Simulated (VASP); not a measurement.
# Au: generalised stacking fault

Au, Fm-3m (no. 225), 9 atoms in the cell. RPBE, constrained relaxations along a path; PAW potentials Au (PBE set).

Path: generalised stacking fault, a/6<112> on {111}; Layers in the cell: 9.

## Input

INCAR:
```
SYSTEM = Au
  PREC = Normal
  ENCUT = 250
  EDIFF = 1E-6
  ISMEAR = 1
  SIGMA = 0.2
  LREAL = .False.
  LASPH = .True.
  NELM = 100
  ALGO = Normal
  LWAVE = .False.
  LCHARG = .False.
  GGA = RP
  IBRION = 2
  NSW = 100
  ISIF = 2
  EDIFFG = -0.02
  POTIM = 0.5
  ISYM = 2
  KPAR = 8
```

KPOINTS:
```
k-points
0
Gamma
  17 17 2
```

POSCAR.step1:
```
Au
1.0
    2.8779245994      0.0000000000      0.0000000000
    1.4389622997      2.4923558133      0.0000000000
    0.0000000000      0.0000000000     21.1483403604
Au
9
Selective dynamics
Direct
    0.3333333333      0.3333333333      0.0000000000  F F T
   -0.3333333333      0.6666666667      0.1111111111  F F T
    0.0000000000      0.0000000000      0.2222222222  F F T
    0.3333333333      0.3333333333      0.3333333333  F F T
   -0.3333333333      0.6666666667      0.4444444444  F F T
    0.0000000000      0.0000000000      0.5555555556  F F T
    0.3333333333      0.3333333333      0.6666666667  F F T
   -0.3333333333      0.6666666667      0.7777777778  F F T
    0.0000000000      0.0000000000      0.8888888889  F F T
```

POSCAR.step2:
```
Au
1.0
    2.8779245994      0.0000000000      0.0000000000
    1.4389622997      2.4923558133      0.0000000000
    0.2877924599      0.1661570542     21.1483403604
Au
9
Selective dynamics
Direct
    0.3333333333      0.3333333333      0.0000000000  F F T
   -0.3407407407      0.6592592593      0.1111111111  F F T
   -0.0148148148     -0.0148148148      0.2222222222  F F T
    0.3111111111      0.3111111111      0.3333333333  F F T
   -0.3629629630      0.6370370370      0.4444444444  F F T
   -0.0370370370     -0.0370370370      0.5555555556  F F T
    0.2888888889      0.2888888889      0.6666666667  F F T
   -0.3851851852      0.6148148148      0.7777777778  F F T
   -0.0592592593     -0.0592592593      0.8888888889  F F T
```

POSCAR.step3:
```
Au
1.0
    2.8779245994      0.0000000000      0.0000000000
    1.4389622997      2.4923558133      0.0000000000
    0.5755849199      0.3323141084     21.1483403604
Au
9
Selective dynamics
Direct
    0.3333333333      0.3333333333      0.0000000000  F F T
   -0.3481481481      0.6518518519      0.1111111111  F F T
   -0.0296296296     -0.0296296296      0.2222222222  F F T
    0.2888888889      0.2888888889      0.3333333333  F F T
   -0.3925925926      0.6074074074      0.4444444444  F F T
   -0.0740740741     -0.0740740741      0.5555555556  F F T
    0.2444444444      0.2444444444      0.6666666667  F F T
   -0.4370370370      0.5629629630      0.7777777778  F F T
   -0.1185185185     -0.1185185185      0.8888888889  F F T
```

POSCAR.step4:
```
Au
1.0
    2.8779245994      0.0000000000      0.0000000000
    1.4389622997      2.4923558133      0.0000000000
    0.7194811499      0.4153926355     21.1483403604
Au
9
Selective dynamics
Direct
    0.3333333333      0.3333333333      0.0000000000  F F T
   -0.3518518519      0.6481481481      0.1111111111  F F T
   -0.0370370370     -0.0370370370      0.2222222222  F F T
    0.2777777778      0.2777777778      0.3333333333  F F T
   -0.4074074074      0.5925925926      0.4444444444  F F T
   -0.0925925926     -0.0925925926      0.5555555556  F F T
    0.2222222222      0.2222222222      0.6666666667  F F T
   -0.4629629630      0.5370370370      0.7777777778  F F T
   -0.1481481481     -0.1481481481      0.8888888889  F F T
```

POSCAR.step5:
```
Au
1.0
    2.8779245994      0.0000000000      0.0000000000
    1.4389622997      2.4923558133      0.0000000000
    0.8633773798      0.4984711627     21.1483403604
Au
9
Selective dynamics
Direct
    0.3333333333      0.3333333333      0.0000000000  F F T
   -0.3555555556      0.6444444444      0.1111111111  F F T
   -0.0444444444     -0.0444444444      0.2222222222  F F T
    0.2666666667      0.2666666667      0.3333333333  F F T
   -0.4222222222      0.5777777778      0.4444444444  F F T
   -0.1111111111     -0.1111111111      0.5555555556  F F T
    0.2000000000      0.2000000000      0.6666666667  F F T
   -0.4888888889      0.5111111111      0.7777777778  F F T
   -0.1777777778     -0.1777777778      0.8888888889  F F T
```

POSCAR.step6:
```
Au
1.0
    2.8779245994      0.0000000000      0.0000000000
    1.4389622997      2.4923558133      0.0000000000
    1.1511698398      0.6646282169     21.1483403604
Au
9
Selective dynamics
Direct
    0.3333333333      0.3333333333      0.0000000000  F F T
   -0.3629629630      0.6370370370      0.1111111111  F F T
   -0.0592592593     -0.0592592593      0.2222222222  F F T
    0.2444444444      0.2444444444      0.3333333333  F F T
   -0.4518518519      0.5481481481      0.4444444444  F F T
   -0.1481481481     -0.1481481481      0.5555555556  F F T
    0.1555555556      0.1555555556      0.6666666667  F F T
   -0.5407407407      0.4592592593      0.7777777778  F F T
   -0.2370370370     -0.2370370370      0.8888888889  F F T
```

POSCAR.step7:
```
Au
1.0
    2.8779245994      0.0000000000      0.0000000000
    1.4389622997      2.4923558133      0.0000000000
    1.4389622997      0.8307852711     21.1483403604
Au
9
Selective dynamics
Direct
    0.3333333333      0.3333333333      0.0000000000  F F T
   -0.3703703704      0.6296296296      0.1111111111  F F T
   -0.0740740741     -0.0740740741      0.2222222222  F F T
    0.2222222222      0.2222222222      0.3333333333  F F T
   -0.4814814815      0.5185185185      0.4444444444  F F T
   -0.1851851852     -0.1851851852      0.5555555556  F F T
    0.1111111111      0.1111111111      0.6666666667  F F T
   -0.5925925926      0.4074074074      0.7777777778  F F T
   -0.2962962963     -0.2962962963      0.8888888889  F F T
```

Commands (each step's output is kept before the next begins):
```
cat potpaw_PBE.64/Au/POTCAR > POTCAR
# POSCAR: c tilted by 0 of a/6<112> on {111}
cp POSCAR.step1 POSCAR
mpirun -np 8 vasp_std > vasp.out
# POSCAR: c tilted by 0.2 of a/6<112> on {111}
cp POSCAR.step2 POSCAR
mpirun -np 8 vasp_std > vasp.out
# POSCAR: c tilted by 0.4 of a/6<112> on {111}
cp POSCAR.step3 POSCAR
mpirun -np 8 vasp_std > vasp.out
# POSCAR: c tilted by 0.5 of a/6<112> on {111}
cp POSCAR.step4 POSCAR
mpirun -np 8 vasp_std > vasp.out
# POSCAR: c tilted by 0.6 of a/6<112> on {111}
cp POSCAR.step5 POSCAR
mpirun -np 8 vasp_std > vasp.out
# POSCAR: c tilted by 0.8 of a/6<112> on {111}
cp POSCAR.step6 POSCAR
mpirun -np 8 vasp_std > vasp.out
# POSCAR: c tilted by 1 of a/6<112> on {111}
cp POSCAR.step7 POSCAR
mpirun -np 8 vasp_std > vasp.out
```

## Result

- Unstable fault energy (mJ/m²): 114
- Energy at the end of the slip (mJ/m²): 20
- Ionic steps, all stages: 53
- Electronic steps, all stages: 397

Energy along the slip:

| Share of the slip | Fault energy (mJ/m²) |
|---|---|
| 0 | 0 |
| 0.2 | 47 |
| 0.4 | 104 |
| 0.5 | 114 |
| 0.6 | 108 |
| 0.8 | 60 |
| 1 | 20 |

Limits: the faults repeat once a cell, and the in-plane lattice is that of the given cell.

VASP 6.6.1 took 768 s on 8 cores (Intel Xeon 6975P-C (Granite Rapids)), a shared host.
